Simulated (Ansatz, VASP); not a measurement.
Li in VASP and in Ansatz

```xyz
1
Lattice="-1.7547 1.7547 1.7547 1.7547 -1.7547 1.7547 1.7547 1.7547 -1.7547" Properties=species:S:1:pos:R:3 pbc="T T T"
Li    0.0000    0.0000    0.0000
```

Alike in both runs: task relaxation of cell and atoms; functional revPBE; k mesh 11 × 11 × 11; occupations fermi-dirac, width 0.05 eV; no spin polarisation.

```csv
,VASP,Ansatz
version,VASP 6.6.1,Ansatz 0.2.0
potentials or method,"VASP PAW PBE potentials, release 64 (Li_sv)",Ansatz PAW
plane-wave cutoff (eV),600,420
valence electrons in the cell,3,3
```

|  | VASP | Ansatz | Ansatz less VASP |
| --- | --- | --- | --- |
| gap on the k mesh at the Fermi level, each at its own relaxed structure (eV) | none | none | - |
| relaxed volume (Å³/atom) | 20.92 | 21.11 | +0.195 |
| relaxed cell length with the largest relative difference (Å) | 3.006 | 3.016 | +0.0093 |

A gap of «none» marks a metal or a gap that the smearing closes.

Caveats: the cutoff is under 1.25 times the usual one of these potentials, so pressure, stress and relaxed cells hold a basis-set (Pulay) error (VASP); the PAW data sets were made with another functional, which shifts forces and pressure a little (VASP); the potentials were made for another functional, which shifts forces and pressure (Ansatz); the plane-wave basis is chosen anew once the cell has moved, so the energies of steps on either side of that aren't comparable (Ansatz).
